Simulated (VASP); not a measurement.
# GaN (F-43m) in VASP: dielectric tensor with r2SCAN

Aim: the dielectric tensor of GaN with r2SCAN.

Everything below comes from runs of VASP 6.6.1. Logs are shortened: lines on timing, memory, paths and dates and some standing lists are left out, and cuts for length are marked.

**What was measured.**

A printed reference work, textbook reports, for a bulk crystal of GaN at 0 K: band gap 3.299 eV (direct).

How close the calculation comes is told below.

## 1. Starting point

The structure is cubic, space group F-43m (No. 216). Conventional cell: a = 4.498 Å, b = 4.498 Å, c = 4.498 Å, α = 90.00°, β = 90.00°, γ = 90.00°. Ga (site symmetry -43m) is surrounded by 4 N at 1.95 Å. N (site symmetry -43m) is surrounded by 4 Ga at 1.95 Å.

The cell is a database's computed one.

## 2. Dielectric tensor, r2SCAN

File INCAR:

```
SYSTEM = GaN
PREC = Accurate
ENCUT = 520
EDIFF = 1E-8
ISMEAR = 0
SIGMA = 0.01
LREAL = .FALSE.
LASPH = .TRUE.
NELM = 100
ALGO = Normal
ISIF = 2
LWAVE = .FALSE.
LCHARG = .FALSE.
METAGGA = R2SCAN
LMIXTAU = .TRUE.
LCALCEPS = .TRUE.
```

File KPOINTS:

```
regular mesh
0
G
  8 8 8
  0 0 0
```

File POSCAR:

```
GaN
1.0
    0.0000000000      2.2489526313      2.2489526313
    2.2489526313      0.0000000000      2.2489526313
    2.2489526313      2.2489526313      0.0000000000
Ga N
1 1
Direct
    0.0000000000      0.0000000000      0.0000000000
    0.7500000000      0.7500000000      0.7500000000
```

Potentials or basis: VASP PAW PBE potentials, release 64 (Ga_d, N).

Command:

```bash
cat potpaw_PBE.64/Ga_d/POTCAR potpaw_PBE.64/N/POTCAR > POTCAR
mpirun -np 1 vasp_std > vasp.out
```

OUTCAR:

```text
SYSTEM = GaN
   PREC = Accurate
   ENCUT = 520
   EDIFF = 1E-8
   ISMEAR = 0
   LREAL = .FALSE.
   LASPH = .TRUE.
   NELM = 100
   ISIF = 2
   METAGGA = R2SCAN

 ion  position               nearest neighbor table
   1  0.000  0.000  0.000-   2 1.95   2 1.95   2 1.95   2 1.95
   2  0.750  0.750  0.750-   1 1.95   1 1.95   1 1.95   1 1.95

  LATTYP: Found a face centered cubic cell.
 ALAT       =     4.4979052626

  Lattice vectors:

 A1 = (   0.0000000000,   2.2489526313,   2.2489526313)
 A2 = (   2.2489526313,   0.0000000000,   2.2489526313)
 A3 = (   2.2489526313,   2.2489526313,   0.0000000000)

Analysis of symmetry for initial positions (statically):
=====================================================================
 Subroutine PRICEL returns:
 Original cell was already a primitive cell.

 Routine SETGRP: Setting up the symmetry group for a
 face centered cubic supercell.

 Subroutine GETGRP returns: Found 24 space group operations
 (whereof 24 operations were pure point group operations)
 out of a pool of 48 trial point group operations.

The static configuration has the point symmetry T_d .

Analysis of symmetry for dynamics (positions and initial velocities):
=====================================================================
 Subroutine PRICEL returns:
 Original cell was already a primitive cell.

 Routine SETGRP: Setting up the symmetry group for a
 face centered cubic supercell.

 Subroutine GETGRP returns: Found 24 space group operations
 (whereof 24 operations were pure point group operations)
 out of a pool of 48 trial point group operations.

The dynamic configuration has the point symmetry T_d .

 Subroutine INISYM returns: Found 24 space group operations
 (whereof 24 operations are pure point group operations),
 and found     1 'primitive' translations

----------------------------------------------------------------------------------------

                                     Primitive cell

  volume of cell :      22.7495

  direct lattice vectors                    reciprocal lattice vectors
     0.000000000  2.248952631  2.248952631    -0.222325714  0.222325714  0.222325714
     2.248952631  0.000000000  2.248952631     0.222325714 -0.222325714  0.222325714
     2.248952631  2.248952631  0.000000000     0.222325714  0.222325714 -0.222325714

  length of vectors
     3.180499312  3.180499312  3.180499312     0.385079433  0.385079433  0.385079433

[... 136 lines left out ...]

 k-point     1 :       0.0000    0.0000    0.0000
  band No.  band energies     occupation
      1     -11.7001      2.00000
      2      -8.7531      2.00000
      3      -8.7527      2.00000
      4      -8.7524      2.00000
      5      -8.3955      2.00000
      6      -8.3955      2.00000
      7       5.0829      2.00000
      8       5.0830      2.00000
      9       5.0831      2.00000
     10   10000.0000      0.00000
     11   10000.0000      0.00000
     12   10000.0000      0.00000
     13   10000.0000      0.00000
[... 354 lines left out ...]
  band No.  band energies     occupation
      1     -10.5862      2.00000
      2      -8.6323      2.00000
      3      -8.5718      2.00000
      4      -8.4180      2.00000
      5      -8.3635      2.00000
      6      -6.9744      2.00000
      7      -1.4685      2.00000
      8       2.0044      2.00000
      9       3.2560      2.00000
     10   10000.0000      0.00000
     11   10000.0000      0.00000
     12   10000.0000      0.00000
     13   10000.0000      0.00000

 [... further k-points ...]

------------------------ aborting loop because EDIFF is reached ----------------------------------------

            Ionic dipole moment: p[ion]=(    -5.62238    -5.62238    -5.62238 ) |e| Angst

 Total electronic dipole moment: p[elc]=(     0.00020     0.00020     0.00574 ) |e| Angst

 MACROSCOPIC STATIC DIELECTRIC TENSOR (including local field effects)
 ------------------------------------------------------
           5.406806    -0.000000     0.000000
           0.000000     5.406806    -0.000000
           0.000000     0.000000     5.406806
 ------------------------------------------------------

 PIEZOELECTRIC TENSOR (including local field effects) (e Angst)
          XX          YY          ZZ          XY          YZ          ZX
  --------------------------------------------------------------------------------
  x    -0.00000     0.00000     0.00000     0.00000     1.42929    -0.00000
  y     0.00000     0.00000     0.00000     0.00000     0.00000     1.42929
  z    -0.00000    -0.00000    -0.00000     1.42929     0.00000     0.00000

 PIEZOELECTRIC TENSOR (including local field effects) (C/m^2)
          XX          YY          ZZ          XY          YZ          ZX
  --------------------------------------------------------------------------------
  x    -0.00000     0.00000     0.00000     0.00000     1.00661    -0.00000
  y     0.00000     0.00000     0.00000     0.00000     0.00000     1.00661
  z    -0.00000    -0.00000    -0.00000     1.00661     0.00000     0.00000

 BORN EFFECTIVE CHARGES (including local field effects) (in |e|, cummulative output)
 ---------------------------------------------------------------------------------
 ion    1
    1     2.66787    -0.00000    -0.00000
    2     0.00000     2.66787     0.00000
    3    -0.00000    -0.00000     2.66787
 ion    2
    1    -2.66787     0.00000    -0.00000
    2    -0.00000    -2.66787    -0.00000
    3     0.00000     0.00000    -2.66787

  FORCE on cell =-STRESS in cart. coord.  units (eV):
  Direction    XX          YY          ZZ          XY          YZ          ZX
  --------------------------------------------------------------------------------------
  -------------------------------------------------------------------------------------
  Total        0.1555532      0.1555532      0.1555532      0.0000000     -0.0000000     -0.0000000
  in kB       10.9551601     10.9551601     10.9551601      0.0000000     -0.0000000     -0.0000000
  external PRESSURE =      10.9551601 kB  Pullay stress =       0.0000000 kB

 VOLUME and BASIS-vectors are now :
 -----------------------------------------------------------------------------
  energy-cutoff  :      520.00
  volume of cell :       22.75
      direct lattice vectors                 reciprocal lattice vectors
     0.000000000  2.248952631  2.248952631    -0.222325714  0.222325714  0.222325714
     2.248952631  0.000000000  2.248952631     0.222325714 -0.222325714  0.222325714
     2.248952631  2.248952631  0.000000000     0.222325714  0.222325714 -0.222325714

 POSITION                                       TOTAL-FORCE (eV/Angst)
 -----------------------------------------------------------------------------------
      0.00000      0.00000      0.00000        -0.000000     -0.000000     -0.000000
      3.37343      3.37343      3.37343         0.000000      0.000000      0.000000
 -----------------------------------------------------------------------------------
    total drift:                               -0.000008     -0.000008     -0.000008

  FREE ENERGIE OF THE ION-ELECTRON SYSTEM (eV)
  ---------------------------------------------------
  free  energy   TOTEN  =       -21.8960778194 eV

  energy  without entropy=      -21.8960778194  energy(sigma->0) =      -21.89607782
```

OSZICAR:

```text
N       E                     dE             d eps       ncg     rms          rms(c)
DAV:   1     0.812648688308E+02    0.81265E+02   -0.10129E+04   802   0.256E+03
DAV:   2    -0.193338264594E+02   -0.10060E+03   -0.93169E+02   842   0.383E+02
DAV:   3    -0.266995117828E+02   -0.73657E+01   -0.73193E+01   844   0.929E+01
[... 12 lines left out ...]
DMP:  10    -0.218960776805E+02   -0.10154E-06   -0.79251E-07  1950   0.107E-06   0.176E-06
DMP:  11    -0.218960777413E+02   -0.60815E-07   -0.44135E-07  1950   0.549E-07   0.107E-06
DMP:  12    -0.218960777756E+02   -0.34237E-07   -0.25924E-07  1950   0.331E-07   0.611E-07
DMP:  13    -0.218960777966E+02   -0.21009E-07   -0.17029E-07  1950   0.213E-07   0.409E-07
DMP:  14    -0.218960778107E+02   -0.14084E-07   -0.10551E-07  1950   0.118E-07   0.281E-07
DMP:  15    -0.218960778194E+02   -0.87166E-08   -0.61995E-08  1950   0.664E-08   0.170E-07
   1 F= -.21896078E+02 E0= -.21896078E+02  d E =-.355822E-17
```

It took 16 min on 1 thread of Intel Xeon Platinum 8559C (Emerald Rapids), shared host; peak memory 0.31 GiB.

Results:

| Quantity | Value |
| --- | --- |
| Band gap on the k mesh | 2.16 eV, direct |
| Electronic dielectric tensor (diagonal) | 5.41 |
| Born charges (mean of the diagonal) | Ga +2.67; N -2.67 e |

Levels at points of the mesh, in eV from the valence-band top:
| k point | band 5 | band 6 | band 7 | band 8 | band 9 | band 10 | band 11 | band 12 | band 13 |
| --- | --- | --- | --- | --- | --- | --- | --- | --- | --- |
| (0.00, 0.00, 0.00) | -13.48 | -13.48 | 0.00 | 0.00 | 0.00 | 2.16 | 11.04 | 11.04 | 11.04 |
| (0.50, 0.00, 0.00) | -13.43 | -12.35 | -7.20 | -1.00 | -1.00 | 5.21 | 9.47 | 11.03 | 11.03 |
| (0.50, 0.50, 0.00) | -13.40 | -11.97 | -6.24 | -2.80 | -2.80 | 3.77 | 7.28 | 12.63 | 15.01 |

Electronic dielectric tensor:
```
5.41 0.00 0.00
0.00 5.41 0.00
0.00 0.00 5.41
```

Born effective charge tensors (e):
atom 1, Ga
```
2.67 0.00 0.00
0.00 2.67 0.00
0.00 0.00 2.67
```
atom 2, N
```
-2.67  0.00  0.00
 0.00 -2.67  0.00
 0.00  0.00 -2.67
```

Dipole moments of the cell (e·Å, modulo the quantum): ionic -5.622, -5.622, -5.622; electronic 0.000, 0.000, 0.006

Caveat: the PAW data sets were made with another functional, which shifts forces and pressure a little.

## 3. How close it comes

Step 2. Against the measured gap of GaN, 3.299 eV (direct; 0 K; a printed reference work, textbook), the calculated 2.16 eV is off by -1.14 eV. Spin-orbit coupling on Ga is left out. The value is that of r2SCAN, without temperature or zero-point motion. The cell is a database's relaxed one, not the measured one, which moves gaps too.
